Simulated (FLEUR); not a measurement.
Crystal: C.

```
C
1.0
     0.00000    1.78337    1.78337
     1.78337    0.00000    1.78337
     1.78337    1.78337    0.00000
C
2
Cartesian
  2.6751 2.6751 2.6751
  1.7834 1.7834 1.7834
```

This isn't the form of C at room conditions, which is graphite.

Base run:

* Program: FLEUR MaX-R8.1 (later development tree)
* Functional: revPBE
* Potentials or basis: all-electron
* Basis: FLAPW
* Kmax: 5.33 1/bohr
* k mesh: 13 × 13 × 13
* Occupations: fermi-dirac, width 0.05 eV
* Spin: no spin polarisation

Its results: band gap on the k mesh 4.14 eV, indirect (least direct gap 5.60 eV).

Q: The run is repeated on the same cell with these changes: functional from revPBE to PBEsol. What comes out?

A: Band gap on the k mesh 4.01 eV, indirect (least direct gap 5.55 eV).
